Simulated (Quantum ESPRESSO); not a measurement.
# K under changes of volume

One of the cells (78.046 Å³/atom); the others are scaled copies at fixed shape and fractional positions:

```
K
1.0
     0.00000    3.39187    3.39187
     3.39187    0.00000    3.39187
     3.39187    3.39187    0.00000
K
1
Direct
  0.00000 0.00000 0.00000
```

This isn't the form of K at room conditions, which is bcc.

| Quantity | Value |
| --- | --- |
| Program | Quantum ESPRESSO 7.5 |
| Functional | PBE |
| Potentials or basis | SSSP 1.3 efficiency PBE |
| Cutoff | 816 eV |
| Density cutoff | 6531 eV |
| k mesh | 7 × 7 × 7 |
| Occupations | fermi-dirac, width 0.05 eV |
| Spin | no spin polarisation |

```tsv
volume (Å³/atom)	energy over the lowest point (meV/atom)	pressure (GPa)
73.363	0.00	0.0
74.924	0.26	-0.1
76.485	1.21	-0.1
78.046	2.77	-0.2
79.607	4.89	-0.3
81.167	7.52	-0.3
82.728	?	?
```

Task: What does the run at 82.728 Å³/atom give?

Result: Energy over the lowest point 10.60 meV/atom; pressure -0.3 GPa.

Worked out: A Birch-Murnaghan fit of order 3 (a polynomial in V^(-2/3)) to the other rows has its minimum at 73.57 Å³/atom with B0 = V·E''(V) = 3.6 GPa and B' = 3.7. It gives 10.61 meV/atom at 82.728 Å³/atom, against the run's 10.60, and -dE/dV = -0.3 GPa, against -0.3.

Energies are extrapolated to zero smearing.
